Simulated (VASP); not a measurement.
**MoS2 under changes of volume**

One of the cells (49.493 Å³/atom); the others are scaled copies at fixed shape and fractional positions:

```
Mo S
1.0
     3.14092    0.00000    0.00000
    -1.57046    2.72012    0.00000
     0.00000    0.00000   17.37879
Mo S
1 2
Direct
  0.00000 0.00000 0.00000
  0.33333 0.66667 0.91034
  0.33333 0.66667 0.08966
```

* Program: VASP 6.6.1
* Functional: PBEsol
* Potentials or basis: VASP PAW PBE potentials, release 64 (Mo_sv, S)
* Cutoff: 520 eV
* k mesh: 8 × 8 × 2
* Occupations: gaussian, width 0.02 eV
* Spin: no spin polarisation

```csv
volume (Å³/atom),energy over the lowest point (meV/atom),gap on the mesh (eV),largest force (eV/Å)
47.513,?,?,?
48.503,3.58,2.14,0.359
49.493,0.00,2.07,0.002
50.483,3.23,2.01,0.328
51.473,12.56,1.95,0.634
```

Problem. What does the run at 47.513 Å³/atom give?

Solution. Energy over the lowest point 14.73 meV/atom; gap on the mesh 2.21 eV; largest force 0.745 eV/Å.

Worked out: A Birch-Murnaghan fit of order 2 (a polynomial in V^(-2/3)) to the other rows has its minimum at 49.50 Å³/atom with B0 = V·E''(V) = 55 GPa at fixed shape and positions, which overstates the stiffness. It gives 14.64 meV/atom at 47.513 Å³/atom, against the run's 14.73. A straight line through the other rows of the gap, of slope -3.18 eV per unit of ln V, extrapolates to 2.20 eV, against the run's 2.21.

Energies are extrapolated to zero smearing.

Caveats: the PAW data sets were made with another functional, which shifts forces and pressure a little.

A mesh can miss the band edges. Spin-orbit coupling on Mo is left out.
